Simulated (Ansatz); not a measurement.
# BN: the cost of one run

Program: Ansatz 0.2.0. Level of theory: DFT PBEsol, scalar-relativistic, plane waves, PAW. These are calculated values, not measurements.

3 further runs of the same task are left out: 3 set aside as unsound or not needed.

## 1. The starting structure

It takes space group R3m (No. 160, trigonal). Conventional cell: a = 2.504 Å, b = 2.504 Å, c = 10.445 Å, α = 90.00°, β = 90.00°, γ = 120.00°. B (site symmetry 3m) has 3 N at 1.45 Å as nearest neighbours. Around N (site symmetry 3m) lie 3 B at 1.45 Å.

Structure file:

```
B N
1.0
     1.25210   -2.16870    0.00000
     2.50419    0.00000    0.00000
     1.25210   -0.72290    6.96306
B N
2 2
Direct
  0.50019 0.50019 0.49944
  0.00019 0.00019 0.99944
  0.83360 0.83360 0.49921
  0.33360 0.33360 0.99921
```

It goes back to an entry of the Materials Project, which need not be the stable form.

It is built from the cell relaxed beforehand with the same method (9.45 Å³/atom).

## 2. The undisturbed cell

Contents of input.yaml:

```yaml
crystal:
  lattice:
    - [1.2520973351, -2.1686962004, 0.0]
    - [2.5041946702, 0.0, 0.0]
    - [1.2520973351, -0.7228987335, 6.9630584905]
  atoms:
    - { symbol: B, position: [0.5001881527, 0.5001881527, 0.499435542] }
    - { symbol: B, position: [0.0001881527, 0.0001881527, 0.999435542] }
    - { symbol: "N", position: [0.8335953473, 0.8335953473, 0.499213958] }
    - { symbol: "N", position: [0.3335953473, 0.3335953473, 0.999213958] }
basis:
  ecutwfc: 420
kpoints:
  mp_grid: { grid: [12, 12, 10] }
hamiltonian:
  xc: pbesol
scf:
  occupations: { method: gaussian, width: 0.05 }
output:
  forces: true
  stress: true
  eigenvalues: true
```

On the command line:

```console
$ ansatz run input.yaml --threads 1 --pin off --max-ram 2560MiB --backend cpu --events-out ev --progress --plain --runs-dir out
```

**Question.** How long does this run take on 1 thread of Arm Neoverse V2, shared host, and how much memory does it need?

About 13 s, with a peak of 0.47 GiB.
